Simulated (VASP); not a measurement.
A run of VASP 6.6.1 is set up as follows.

POSCAR

```
CrO2
1.0
    4.4230000000      0.0000000000      0.0000000000
    0.0000000000      4.4230000000      0.0000000000
    0.0000000000      0.0000000000      2.9180000000
Cr O
2 4
Direct
    0.0000000000      0.0000000000      0.0000000000
    0.5000000000      0.5000000000      0.5000000000
    0.3010000000      0.3010000000      0.0000000000
    0.1990000000      0.8010000000      0.5000000000
    0.6990000000      0.6990000000      0.0000000000
    0.8010000000      0.1990000000      0.5000000000
```

Contents of INCAR.step1:

```
SYSTEM = CrO2
PREC = Accurate ; ENCUT = 520
EDIFF = 1E-6 ; ISMEAR = -1
SIGMA = 0.05 ; LREAL = .FALSE.
LASPH = .TRUE. ; NELM = 100
ALGO = Fast ; ISIF = 2
LWAVE = .FALSE. ; LCHARG = .TRUE.
ISPIN = 2 ; MAGMOM = 3 3 0 0 0 0
LORBIT = 11 ; LMAXMIX = 4
GGA = CA
```

File KPOINTS.step1:

```
Automatic mesh
0
G
  8 8 12
  0 0 0
```

The input INCAR.step2:

```
SYSTEM = CrO2
PREC = Accurate ; ENCUT = 520
EDIFF = 1E-6 ; ISMEAR = 0
SIGMA = 0.05 ; LREAL = .FALSE.
LASPH = .TRUE. ; NELM = 100
ALGO = Fast ; ISIF = 2
LWAVE = .FALSE. ; LCHARG = .FALSE.
ISPIN = 2 ; MAGMOM = 3 3 0 0 0 0
LORBIT = 11 ; LMAXMIX = 4
GGA = CA ; ICHARG = 11
```

The input KPOINTS.step2:

```
path GXMGZRAZ,XR,MA
10
line-mode
reciprocal
 0.0000000000  0.0000000000  0.0000000000  G
 0.0000000000  0.5000000000  0.0000000000  X

 0.0000000000  0.5000000000  0.0000000000  X
 0.5000000000  0.5000000000  0.0000000000  M

 0.5000000000  0.5000000000  0.0000000000  M
 0.0000000000  0.0000000000  0.0000000000  G

 0.0000000000  0.0000000000  0.0000000000  G
 0.0000000000  0.0000000000  0.5000000000  Z

 0.0000000000  0.0000000000  0.5000000000  Z
 0.0000000000  0.5000000000  0.5000000000  R

 0.0000000000  0.5000000000  0.5000000000  R
 0.5000000000  0.5000000000  0.5000000000  A

 0.5000000000  0.5000000000  0.5000000000  A
 0.0000000000  0.0000000000  0.5000000000  Z

 0.0000000000  0.5000000000  0.0000000000  X
 0.0000000000  0.5000000000  0.5000000000  R

 0.5000000000  0.5000000000  0.0000000000  M
 0.5000000000  0.5000000000  0.5000000000  A
```

Potentials or basis: VASP PAW LDA potentials, release 64 (Cr_pv, O).

The run is started by

```bash
$ cat potpaw_LDA.64/Cr_pv/POTCAR potpaw_LDA.64/O/POTCAR > POTCAR
$ cp INCAR.step1 INCAR
$ cp KPOINTS.step1 KPOINTS
$ mpirun -np 1 vasp_std > vasp.out
$ cp INCAR.step2 INCAR
$ cp KPOINTS.step2 KPOINTS
$ mpirun -np 1 vasp_std > vasp.out
```

Problem. Predict the band gap along the path.

Solution. None (metal or under the smearing width).

Problem. Estimate the net moment.

Solution. 4.00 μB per cell.

Levels at the corners of the path, in eV from the Fermi level:
Spin up:
| point | band 23 | band 24 | band 25 | band 26 | band 27 | band 28 | band 29 | band 30 |
| --- | --- | --- | --- | --- | --- | --- | --- | --- |
| Γ | -1.29 | -1.11 | -1.11 | -1.11 | -0.78 | 1.04 | 1.18 | 2.90 |
| X | -0.74 | -0.74 | -0.26 | -0.26 | 0.29 | 0.29 | 2.89 | 2.89 |
| X | -0.74 | -0.74 | -0.26 | -0.26 | 0.29 | 0.29 | 2.89 | 3.14 |
| M | -1.44 | -1.44 | -1.08 | -1.08 | 0.85 | 0.85 | 2.64 | 2.65 |
| M | -1.44 | -1.44 | -1.08 | -1.08 | 0.85 | 0.85 | 2.64 | 2.64 |
| Γ | -1.29 | -1.11 | -1.11 | -1.11 | -0.78 | 1.04 | 1.18 | 2.90 |
| Γ | -1.29 | -1.11 | -1.11 | -1.11 | -0.78 | 1.04 | 1.18 | 2.90 |
| Z | -0.54 | -0.54 | -0.01 | -0.01 | 0.73 | 0.73 | 2.36 | 2.36 |
| Z | -0.54 | -0.54 | -0.01 | -0.01 | 0.73 | 0.73 | 2.36 | 2.36 |
| R | -1.43 | -1.43 | -0.54 | -0.54 | 0.90 | 0.90 | 1.47 | 1.47 |
| R | -1.43 | -1.43 | -0.54 | -0.54 | 0.90 | 0.90 | 1.47 | 1.47 |
| A | -0.53 | -0.53 | -0.26 | -0.26 | 0.01 | 0.01 | 2.67 | 2.70 |
| A | -0.53 | -0.53 | -0.26 | -0.26 | 0.01 | 0.01 | 2.67 | 2.68 |
| Z | -0.54 | -0.54 | -0.01 | -0.01 | 0.73 | 0.73 | 2.36 | 2.36 |
| X | -0.74 | -0.74 | -0.26 | -0.26 | 0.29 | 0.29 | 2.89 | 2.90 |
| R | -1.43 | -1.43 | -0.54 | -0.54 | 0.90 | 0.90 | 1.47 | 1.47 |
| M | -1.44 | -1.44 | -1.08 | -1.08 | 0.85 | 0.85 | 2.64 | 2.64 |
| A | -0.53 | -0.53 | -0.26 | -0.26 | 0.01 | 0.01 | 2.67 | 2.69 |
Spin down:
```
point  band 20  band 21  band 22  band 23  band 24  band 25
    Γ    -1.45    -1.45    -0.94     0.45     0.52     0.74
    X    -3.04    -1.77    -1.77     1.10     1.10     1.42
    X    -3.04    -1.77    -1.77     1.10     1.10     1.42
    M    -2.64    -2.34    -2.34     0.48     0.48     0.80
    M    -2.64    -2.34    -2.34     0.48     0.48     0.80
    Γ    -1.45    -1.45    -0.94     0.45     0.52     0.74
    Γ    -1.45    -1.45    -0.94     0.45     0.52     0.74
    Z    -3.79    -2.67    -2.67     1.36     1.36     1.64
    Z    -3.79    -2.67    -2.67     1.36     1.36     1.64
    R    -3.26    -2.13    -2.13     0.27     0.27     1.66
    R    -3.26    -2.13    -2.13     0.27     0.27     1.66
    A    -2.53    -1.70    -1.70     1.00     1.00     1.55
    A    -2.53    -1.70    -1.70     1.00     1.00     1.55
    Z    -3.79    -2.67    -2.67     1.36     1.36     1.64
    X    -3.04    -1.77    -1.77     1.10     1.10     1.42
    R    -3.26    -2.13    -2.13     0.27     0.27     1.66
    M    -2.64    -2.34    -2.34     0.48     0.48     0.80
    A    -2.53    -1.70    -1.70     1.00     1.00     1.55
```

Caveat: the log is that of the step along the path at fixed density, whose energy, stress, charges and moments have no meaning; semilocal functionals often make such compounds metallic where correlation or magnetic order opens a gap, which also shifts bond lengths; only a ferromagnetic start was run, and an antiferromagnetic order may lie lower in energy.
